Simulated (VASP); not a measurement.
Set up this calculation in VASP 6.6.1, as the native input.

- Task: band structure
- Functional: PBE
- Potentials or basis: VASP PAW PBE potentials, release 64 (Mg, Sb)
- Cutoff: 520 eV
- k mesh: 9 × 9 × 5
- Occupations: gaussian, width 0.03 eV
- Spin: no spin polarisation
- Further INCAR settings: ALGO = Fast; EDIFF = 1e-07; NBANDS = 16

The structure of Mg3Sb2 lies in POSCAR:

```
Mg3Sb2                                  
1.0
    4.5546491326     -0.0000000000      0.0000000000
   -2.2773245663      3.9444418541     -0.0000000000
    0.0000000000      0.0000000000      7.1860071754
  Mg              Sb            
     3     2
Direct
     0.3333333332999970    0.6666666667000030    0.6325098387269918
     0.6666666667000030    0.3333333332999970    0.3674901612730081
     1.0000000000000000    0.0000000000000000    0.0000000000000000
     0.3333333332999970    0.6666666667000030    0.2237411491358341
     0.6666666667000030    0.3333333332999970    0.7762588508641659
```

These files were run (other wordings do the same):

INCAR

```
SYSTEM = Mg3Sb2
PREC     = Accurate       ! precision mode
ENCUT    = 520            ! plane-wave cutoff, eV
EDIFF    = 1E-7           ! SCF threshold, eV
ISMEAR   = 0              ! smearing method
SIGMA    = 0.03           ! smearing width, eV
LREAL    = .False.        ! projectors in reciprocal space
LASPH    = .True.         ! aspherical terms in the spheres
NELM     = 80             ! most SCF steps
ALGO     = Fast           ! electronic algorithm
ISIF     = 2              ! what is computed and relaxed
LWAVE    = .False.        ! write WAVECAR
LCHARG   = .False.        ! write CHGCAR
GGA      = PE             ! functional
NBANDS   = 16             ! bands
```

KPOINTS

```
Automatic mesh
0
Gamma
  9 9 5
  0 0 0
```

KPOINTS_OPT

```
explicit points
213
Reciprocal
 0.0000000000  0.0000000000  0.0000000000 1
 0.0357142857  0.0000000000  0.0000000000 1
 0.0714285714  0.0000000000  0.0000000000 1
 0.1071428571  0.0000000000  0.0000000000 1
 0.1428571429  0.0000000000  0.0000000000 1
 0.1785714286  0.0000000000  0.0000000000 1
[... 205 lines left out ...]
 0.5000000000  0.0000000000  0.0403521400 1
 0.5000000000  0.0000000000 -0.0403521400 1
```

Potentials or basis: VASP PAW PBE potentials, release 64 (Mg, Sb).

Command:

```sh
$ cat potpaw_PBE.64/Mg/POTCAR potpaw_PBE.64/Sb/POTCAR > POTCAR
$ mpirun -np 1 vasp_std > vasp.out
```

It gave:

| Quantity | Value |
| --- | --- |
| Pressure | 1.4 GPa |
| Largest force | 0.024 eV/Å |
| Band gap on the k mesh | 0.16 eV, indirect (least direct gap 1.14 eV) |
| Band gap along the path | 0.20 eV, indirect (least direct gap 1.14 eV) |

Caveat: spin-orbit coupling is left out, which moves the levels of the heavy elements.

It took 2.5 min on 1 thread of Intel(R) Xeon(R) 6975P-C (Granite Rapids), on a shared host, peak memory 0.37 GiB.
